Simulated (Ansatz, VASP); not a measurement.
## NiSb: VASP beside Ansatz

Contents of INCAR:

```
SYSTEM = NiSb
PREC     = Accurate       ! precision mode
ENCUT    = 600            ! plane-wave cutoff, eV
EDIFF    = 1E-6           ! SCF threshold, eV
ISMEAR   = 0              ! smearing method
SIGMA    = 0.1            ! smearing width, eV
LREAL    = .False.        ! projectors in reciprocal space
LASPH    = .True.         ! aspherical terms in the spheres
NELM     = 100            ! most SCF steps
ALGO     = Normal         ! electronic algorithm
ISIF     = 3              ! what is computed and relaxed
LWAVE    = .False.        ! write WAVECAR
LCHARG   = .False.        ! write CHGCAR
GGA      = PE             ! functional
IBRION   = 2              ! ionic algorithm
NSW      = 100            ! ionic steps
EDIFFG   = -0.005         ! ionic threshold
```

The input KPOINTS:

```
regular mesh
0
Gamma
  12 12 8
  0 0 0
```

File POSCAR:

```
NiSb
1.0
    3.9280000000      0.0000000000      0.0000000000
   -1.9640000000      3.4017477861      0.0000000000
    0.0000000000      0.0000000000      5.1200000000
Ni Sb
2 2
Direct
    0.0000000000      0.0000000000      0.0000000000
    0.0000000000      0.0000000000      0.5000000000
    0.3333333333      0.6666666667      0.2500000000
    0.6666666667      0.3333333333      0.7500000000
```

Input for Ansatz:

```yaml
crystal:
  lattice:
    - [3.928, 0.0, 0.0]
    - [-1.964, 3.4017477861, 0.0]
    - [0.0, 0.0, 5.12]
  atoms:
    - { symbol: Ni, position: [0.0, 0.0, 0.0] }
    - { symbol: Ni, position: [0.0, 0.0, 0.5] }
    - { symbol: Sb, position: [0.3333333333, 0.6666666667, 0.25] }
    - { symbol: Sb, position: [0.6666666667, 0.3333333333, 0.75] }
basis:
  ecutwfc: 420
kpoints:
  mp_grid: { grid: [12, 12, 8] }
hamiltonian:
  xc: pbe
scf:
  occupations: { method: gaussian, width: 0.1 }
output:
  forces: true
  stress: true
  eigenvalues: true
relax:
  adjacent_minimum: "off"
  f_tol: 0.005
  max_steps: 80
  cell: { stress_tol: 0.05 }
```

Alike in both runs: task relaxation of cell and atoms; functional PBE; k mesh 12 × 12 × 8; occupations gaussian, width 0.1 eV; no spin polarisation.

```csv
,VASP,Ansatz
version,VASP 6.6.1,Ansatz 0.2.0
potentials or method,"VASP PAW PBE potentials, release 64 (Ni, Sb)","scalar-relativistic, plane waves, PAW"
plane-wave cutoff (eV),600,420
valence electrons in the cell,30,66
```

```csv
,VASP,Ansatz,Ansatz less VASP
"gap on the k mesh at the Fermi level, each at its own relaxed structure (eV)",none,none,-
relaxed volume (Å³/atom),17.62,17.65,+0.027
relaxed cell length with the largest relative difference (Å),3.972,3.976,+0.0038
energy change over the relaxation (meV/atom),-6,-6,-0.7
```

A gap of «none» marks a metal or a gap that the smearing closes. The two sets of potentials don't hold the same shells in valence.

The runs have no spin-orbit coupling, so splittings on Sb are missing. PBE usually gives volumes a little too large and moduli too small. Spin polarisation is off, so any magnetic state and its effect on volume and gap are missing.
